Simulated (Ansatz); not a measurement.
Runs of Ansatz 0.2.0 on MgS. The structure is hexagonal, space group P6_3mc (No. 186). The conventional cell has a = 4.035 Å, b = 4.035 Å, c = 6.432 Å, α = 90.00°, β = 90.00°, γ = 120.00°. Around S (site symmetry 3m) lie 4 Mg at 2.45 to 2.47 Å. Mg (site symmetry 3m) has 4 S at 2.45 to 2.47 Å as nearest neighbours. The cell comes from a database or a generator and needn't be the stable form of this composition.

| cell | gap on the mesh (eV) | pressure (GPa) |
| --- | --- | --- |
| relaxed | 3.31 | 0.0 |
| relaxed to 20 GPa | 3.04 | 20.0 |
| relaxed to 10 GPa | 3.15 | 10.0 |
| relaxed to 5 GPa | (b) | 5.0 |
| relaxed to 30 GPa | (a) | 30.0 |

Alike in all rows: task relaxation of cell and atoms; level PBEsol; potentials or basis all-electron LAPW, scalar-relativistic; no spin polarisation; k mesh 8 × 8 × 4; smearing fermi-dirac 0.05 eV; basis error allowed 0.002 eV/atom.

Fill in the values left out.

(a) 2.93; (b) 3.62.

A k mesh can miss the band edges.
